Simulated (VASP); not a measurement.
The system is GaSb.

```
Sb Ga
1.0
     0.00000    3.05900    3.05900
     3.05900    0.00000    3.05900
     3.05900    3.05900    0.00000
Sb Ga
1 1
Cartesian
  4.5885 4.5885 4.5885
  0.0000 0.0000 0.0000
```

```yaml
Program: VASP 6.6.1
Task: relaxation of cell and atoms
Functional: optB86b-vdW
Potentials_or_basis: VASP PAW PBE potentials, release 64 (Sb, Ga_d)
Cutoff: 600 eV
k_mesh: 8 × 8 × 8
Occupations: fermi-dirac, width 0.05 eV
Spin: no spin polarisation
```

At the start: pressure 1.1 GPa; volume 28.62 Å³/atom.

**Question.** Where does the relaxation end?

**Answer.** Over 8 steps the energy falls by 2.3 meV/atom and the volume is 29.27 Å³/atom (+2.3 %); space group F-43m (No. 216, to 0.05 Å).

Step by step:
```
step  energy change (eV)  largest force (eV/Å)  pressure (GPa)  volume (Å³)
   1              0.0000                0.0000            1.13        57.25
   2             -0.0043                0.0000           -0.32        58.94
   3             -0.0046                0.0000            0.03        58.56
   4             -0.0046                0.0000           -0.06        58.60
   5             -0.0046                0.0000            0.14        58.51
   6             -0.0046                0.0000           -0.03        58.55
   7             -0.0046                0.0000            0.07        58.54
   8             -0.0046                0.0000           -0.01        58.55
```

Final structure:
```yaml
crystal:
  lattice:
    - [0.00000, 3.08193, 3.08193]
    - [3.08193, 0.00000, 3.08193]
    - [3.08193, 3.08193, 0.00000]
  atoms:
    - { symbol: Sb, position: [0.75000, 0.75000, 0.75000] }
    - { symbol: Ga, position: [0.00000, 0.00000, 0.00000] }
```

Caveat: the PAW data sets were made with another functional, which shifts forces and pressure a little.
